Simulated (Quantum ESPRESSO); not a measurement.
# GaSb (I-4m2) in Quantum ESPRESSO: convergence with k mesh

Aim: find how far k mesh must go before the results for GaSb settle, at LDA. This setting moves, with any that are tied to it; all else stays.

All numbers are computed with Quantum ESPRESSO 7.5; they aren't measurements. Logs are shortened: lines on timing, memory, paths and dates and some standing lists are left out, and cuts for length are marked.

## 1. Starting point

The structure is tetragonal, space group I-4m2 (No. 119). Conventional cell: a = 5.507 Å, b = 5.507 Å, c = 3.181 Å, α = 90.00°, β = 90.00°, γ = 90.00°. Sb (site symmetry -4m2) has 4 Ga at 2.87 Å and 2 Sb at 3.18 Å as nearest neighbours. Around Ga (site symmetry -4m2) lie 4 Sb at 2.87 Å and 2 Ga at 3.18 Å.

Measurements of this composition are mostly on another form, of space group No. 216.

## 2. With k mesh 2 × 2 × 2

pw.in reads:

```
&CONTROL
  calculation = 'scf'
  prefix = 'pwscf'
  outdir = './tmp'
  pseudo_dir = './pseudo'
  tprnfor = .true.
  tstress = .true.
  disk_io = 'nowf'
/
&SYSTEM
  ibrav = 0
  nat = 2
  ntyp = 2
  ecutwfc = 84
  nbnd = 21
  occupations = 'smearing'
  smearing = 'fd'
  degauss = 0.00734986
/
&ELECTRONS
  conv_thr = 4d-10
  electron_maxstep = 120
  mixing_beta = 0.5
/
ATOMIC_SPECIES
Sb   121.7600 Sb.upf
Ga    69.7230 Ga.upf
CELL_PARAMETERS angstrom
  -2.7534340000    2.7534340000    1.5907070000
   2.7534340000   -2.7534340000    1.5907070000
   2.7534340000    2.7534340000   -1.5907070000
ATOMIC_POSITIONS crystal
Sb     0.0000000000    0.0000000000    0.0000000000
Ga     0.7500000000    0.2500000000    0.5000000000
K_POINTS automatic
2 2 2 0 0 0
```

Potentials or basis: PseudoDojo 0.4.1 SR LDA standard.

Launch:

```bash
$ OMP_NUM_THREADS=1 pw.x -in pw.in > pw.out
```

Run time: 4.9 s. Hardware: 1 thread of Arm Neoverse V2, shared host; peak memory 0.06 GiB.

Results:

- Free energy: -4547.3311 eV
- Pressure: -2.5 GPa
- Band gap on the k mesh: none (metal or under the smearing width)

## 3. With k mesh 3 × 3 × 3

pw.in: that of step 2 with these lines changed.

```diff
@@ -35,2 +35,2 @@
 K_POINTS automatic
-2 2 2 0 0 0
+3 3 3 0 0 0
```

Potentials or basis: PseudoDojo 0.4.1 SR LDA standard.

Launch:

```bash
$ OMP_NUM_THREADS=1 pw.x -in pw.in > pw.out
```

Run time: 6.7 s. Hardware: 1 thread of Arm Neoverse V2, shared host; peak memory 0.07 GiB.

Results:

```
Free energy            : -4547.0480 eV
Pressure               : -4.7 GPa
Band gap on the k mesh : none (metal or under the smearing width)
```

## 4. With k mesh 4 × 4 × 4

pw.in: that of step 3 with these lines changed.

```diff
@@ -35,2 +35,2 @@
 K_POINTS automatic
-3 3 3 0 0 0
+4 4 4 0 0 0
```

Launch:

```bash
$ OMP_NUM_THREADS=1 pw.x -in pw.in > pw.out
```

Run time: 15 s. Hardware: 1 thread of Arm Neoverse V2, shared host; peak memory 0.07 GiB.

Results:

* Free energy: -4547.0314 eV
* Pressure: -5.3 GPa
* Band gap on the k mesh: none (metal or under the smearing width)

## 5. With k mesh 6 × 6 × 6

pw.in: that of step 4 with these lines changed.

```diff
@@ -35,2 +35,2 @@
 K_POINTS automatic
-4 4 4 0 0 0
+6 6 6 0 0 0
```

Launch:

```bash
$ OMP_NUM_THREADS=1 pw.x -in pw.in > pw.out
```

Run time: 33 s. Hardware: 1 thread of Arm Neoverse V2, shared host; peak memory 0.1 GiB.

What came out:

```
Free energy            : -4547.0107 eV
Pressure               : -4.0 GPa
Band gap on the k mesh : none (metal or under the smearing width)
```

## 6. With k mesh 8 × 8 × 8

pw.in: that of step 5 with these lines changed.

```diff
@@ -35,2 +35,2 @@
 K_POINTS automatic
-6 6 6 0 0 0
+8 8 8 0 0 0
```

Potentials or basis: PseudoDojo 0.4.1 SR LDA standard.

Launch:

```bash
$ OMP_NUM_THREADS=1 pw.x -in pw.in > pw.out
```

It took 64 s on 1 thread of Arm Neoverse V2, shared host; peak memory 0.14 GiB.

The run converged. Its results:

```
Free energy            : -4547.0432 eV
Pressure               : -4.3 GPa
Band gap on the k mesh : none (metal or under the smearing width)
```

## 7. With k mesh 9 × 9 × 9

pw.in: that of step 6 with these lines changed.

```diff
@@ -35,2 +35,2 @@
 K_POINTS automatic
-8 8 8 0 0 0
+9 9 9 0 0 0
```

Launch:

```bash
$ OMP_NUM_THREADS=1 pw.x -in pw.in > pw.out
```

Run time: 79 s. Hardware: 1 thread of Arm Neoverse V2, shared host; peak memory 0.16 GiB.

The run converged. Its results:

```yaml
Free_energy: -4547.0277 eV
Pressure: -4.4 GPa
Band_gap_on_the_k_mesh: none (metal or under the smearing width)
```

## 8. With k mesh 10 × 10 × 10

pw.in: that of step 7 with these lines changed.

```diff
@@ -35,2 +35,2 @@
 K_POINTS automatic
-9 9 9 0 0 0
+10 10 10 0 0 0
```

Launch:

```bash
$ OMP_NUM_THREADS=1 pw.x -in pw.in > pw.out
```

Run time: 1.8 min. Hardware: 1 thread of Arm Neoverse V2, shared host; peak memory 0.19 GiB.

The run converged. Its results:

* Free energy: -4547.0351 eV
* Pressure: -4.3 GPa
* Band gap on the k mesh: none (metal or under the smearing width)

## 9. With k mesh 12 × 12 × 12

pw.in: that of step 8 with these lines changed.

```diff
@@ -35,2 +35,2 @@
 K_POINTS automatic
-10 10 10 0 0 0
+12 12 12 0 0 0
```

Potentials or basis: PseudoDojo 0.4.1 SR LDA standard.

Launch:

```bash
$ OMP_NUM_THREADS=1 pw.x -in pw.in > pw.out
```

Wall time 2.9 min (1 thread of Arm Neoverse V2, shared host); peak memory 0.28 GiB.

The run converged. Its results:

```
Free energy            : -4547.0333 eV
Pressure               : -4.2 GPa
Band gap on the k mesh : none (metal or under the smearing width)
```

## 10. With k mesh 14 × 14 × 14

pw.in: that of step 9 with these lines changed.

```diff
@@ -35,2 +35,2 @@
 K_POINTS automatic
-12 12 12 0 0 0
+14 14 14 0 0 0
```

Potentials or basis: PseudoDojo 0.4.1 SR LDA standard.

Launch:

```bash
$ OMP_NUM_THREADS=1 pw.x -in pw.in > pw.out
```

pw.out:

```text
This program is part of the open-source Quantum ESPRESSO suite
     for quantum simulation of materials; please cite
[... 9 lines left out ...]
     --------------------
     sticks:   dense  smooth     PW     G-vecs:    dense   smooth      PW
     Sum        1179    1179    391                33833    33833    6355

     Using Slab Decomposition

     bravais-lattice index     =            0
     lattice parameter (alat)  =       7.9488  a.u.
     unit-cell volume          =     325.5338 (a.u.)^3
     number of atoms/cell      =            2
     number of atomic types    =            2
     number of electrons       =        28.00
     number of Kohn-Sham states=           21
     kinetic-energy cutoff     =      84.0000  Ry
     charge density cutoff     =     336.0000  Ry
     scf convergence threshold =      4.0E-10
     mixing beta               =       0.5000
     number of iterations used =            8  plain     mixing
     Exchange-correlation= SLA  PW   NOGX NOGC
                           (   1   4   0   0   0   0   0)

     celldm(1)=   7.948797  celldm(2)=   0.000000  celldm(3)=   0.000000
     celldm(4)=   0.000000  celldm(5)=   0.000000  celldm(6)=   0.000000

     crystal axes: (cart. coord. in units of alat)
               a(1) = (  -0.654594   0.654594   0.378171 )
               a(2) = (   0.654594  -0.654594   0.378171 )
               a(3) = (   0.654594   0.654594  -0.378171 )

     reciprocal axes: (cart. coord. in units 2 pi/alat)
               b(1) = (  0.000000  0.763832  1.322155 )
               b(2) = (  0.763832  0.000000  1.322155 )
               b(3) = (  0.763832  0.763832  0.000000 )

     PseudoPot. # 1 for Sb read from file:
     Sb.upf
     Pseudo is Norm-conserving + core correction, Zval = 15.0
     Generated using ONCVPSP code by D. R. Hamann
     Using radial grid of 1416 points,  6 beta functions with:
                l(1) =   0
                l(2) =   0
                l(3) =   1
                l(4) =   1
                l(5) =   2
                l(6) =   2

     PseudoPot. # 2 for Ga read from file:
     Ga.upf
     Pseudo is Norm-conserving + core correction, Zval = 13.0
     Generated using ONCVPSP code by D. R. Hamann
     Using radial grid of 1858 points,  6 beta functions with:
                l(1) =   0
                l(2) =   0
                l(3) =   1
                l(4) =   1
                l(5) =   2
                l(6) =   2

     atomic species   valence    mass     pseudopotential
     Sb               15.00   121.76000     Sb( 1.00)
     Ga               13.00    69.72300     Ga( 1.00)

      8 Sym. Ops. (no inversion) found

   Cartesian axes

     site n.     atom                  positions (alat units)
         1        Sb     tau(   1) = (   0.0000000   0.0000000   0.0000000  )
         2        Ga     tau(   2) = (   0.0000000   0.6545942   0.1890853  )

     number of k points=   244  Fermi-Dirac smearing, width (Ry)=  0.0073

     Number of k-points >= 100: set verbosity='high' to print them.

     Dense  grid:    33833 G-vectors     FFT dimensions: (  48,  48,  48)

     Initial potential from superposition of free atoms

     starting charge      27.9975, renormalised to      28.0000
     Starting wfcs are   18 randomized atomic wfcs +    3 random wfcs

     Self-consistent Calculation

     iteration #  1     ecut=    84.00 Ry     beta= 0.50
     Davidson diagonalization with overlap
     ethr =  1.00E-02,  avg # of iterations =  3.8

     Threshold (ethr) on eigenvalues was too large:
     Diagonalizing with lowered threshold

     Davidson diagonalization with overlap
     ethr =  3.42E-05,  avg # of iterations =  6.3

     total energy              =    -334.20003222 Ry
     estimated scf accuracy    <       0.00988070 Ry

     iteration #  2     ecut=    84.00 Ry     beta= 0.50
     Davidson diagonalization with overlap
     ethr =  3.53E-05,  avg # of iterations =  2.0

     total energy              =    -334.20073317 Ry
     estimated scf accuracy    <       0.00127869 Ry

     iteration #  3     ecut=    84.00 Ry     beta= 0.50
     Davidson diagonalization with overlap
     ethr =  4.57E-06,  avg # of iterations =  2.6

     total energy              =    -334.20082533 Ry
     estimated scf accuracy    <       0.00013690 Ry

     iteration #  4     ecut=    84.00 Ry     beta= 0.50
     Davidson diagonalization with overlap
     ethr =  4.89E-07,  avg # of iterations =  2.4

     total energy              =    -334.20083405 Ry
     estimated scf accuracy    <       0.00001341 Ry

     iteration #  5     ecut=    84.00 Ry     beta= 0.50
     Davidson diagonalization with overlap
     ethr =  4.79E-08,  avg # of iterations =  3.6

     total energy              =    -334.20083623 Ry
     estimated scf accuracy    <       0.00000027 Ry

     iteration #  6     ecut=    84.00 Ry     beta= 0.50
     Davidson diagonalization with overlap
     ethr =  9.48E-10,  avg # of iterations =  2.9

     total energy              =    -334.20083634 Ry
     estimated scf accuracy    <       0.00000001 Ry

     iteration #  7     ecut=    84.00 Ry     beta= 0.50
     Davidson diagonalization with overlap
     ethr =  5.04E-11,  avg # of iterations =  2.5

     total energy              =    -334.20083635 Ry
     estimated scf accuracy    <          5.0E-10 Ry

     iteration #  8     ecut=    84.00 Ry     beta= 0.50
     Davidson diagonalization with overlap
     ethr =  1.78E-12,  avg # of iterations =  3.2

     End of self-consistent calculation

     Number of k-points >= 100: set verbosity='high' to print the bands.

     the Fermi energy is    10.3350 ev

!    total energy              =    -334.20083635 Ry
     estimated scf accuracy    <          4.9E-11 Ry
     smearing contrib. (-TS)   =      -0.00202022 Ry
     internal energy E=F+TS    =    -334.19881613 Ry

     The total energy is F=E-TS. E is the sum of the following terms:
     one-electron contribution =    -126.03306120 Ry
     hartree contribution      =      83.37884974 Ry
     xc contribution           =     -85.88749395 Ry
     ewald contribution        =    -205.65711071 Ry

     convergence has been achieved in   8 iterations

     Forces acting on atoms (cartesian axes, Ry/au):

     atom    1 type  1   force =    -0.00000000   -0.00000000   -0.00000000
     atom    2 type  2   force =     0.00000000    0.00000000    0.00000000

     Total force =     0.000000     Total SCF correction =     0.000000

     Computing stress (Cartesian axis) and pressure

          total   stress  (Ry/bohr**3)                   (kbar)     P=      -42.58
  -0.00028033   0.00000000  -0.00000000          -41.24        0.00       -0.00
   0.00000000  -0.00028033   0.00000000            0.00      -41.24        0.00
  -0.00000000  -0.00000000  -0.00030765           -0.00       -0.00      -45.26

=------------------------------------------------------------------------------=
   JOB DONE.
=------------------------------------------------------------------------------=
```

It took 4.4 min on 1 thread of Arm Neoverse V2, shared host; peak memory 0.39 GiB.

What came out:

```yaml
Free_energy: -4547.0340 eV
Pressure: -4.3 GPa
Band_gap_on_the_k_mesh: none (metal or under the smearing width)
```

## 11. Result

```tsv
k mesh	energy less the tightest run, at zero smearing (meV/atom)	pressure (GPa)	SCF cycles	CPU time (s)	peak memory (GiB)
2 × 2 × 2	-152.81	-2.54	8	4.9	0.06
3 × 3 × 3	-4.94	-4.66	8	6.7	0.07
4 × 4 × 4	1.82	-5.25	8	15	0.07
6 × 6 × 6	11.97	-4.00	8	33	0.1
8 × 8 × 8	-5.17	-4.27	8	64	0.14
9 × 9 × 9	3.87	-4.35	8	79	0.16
10 × 10 × 10	-1.51	-4.29	8	110	0.19
12 × 12 × 12	0.16	-4.19	8	180	0.28
14 × 14 × 14	0.00	-4.26	8	270	0.39
```

Against the tightest run, the energy stays within 1 meV/atom from 12 × 12 × 12 on; the pressure stays within 0.1 GPa from 8 × 8 × 8 on. Meshes of other sizes hit other points, so gaps and Fermi surfaces needn't settle smoothly. The tightest run that finished is the yardstick and may itself not be fully converged.
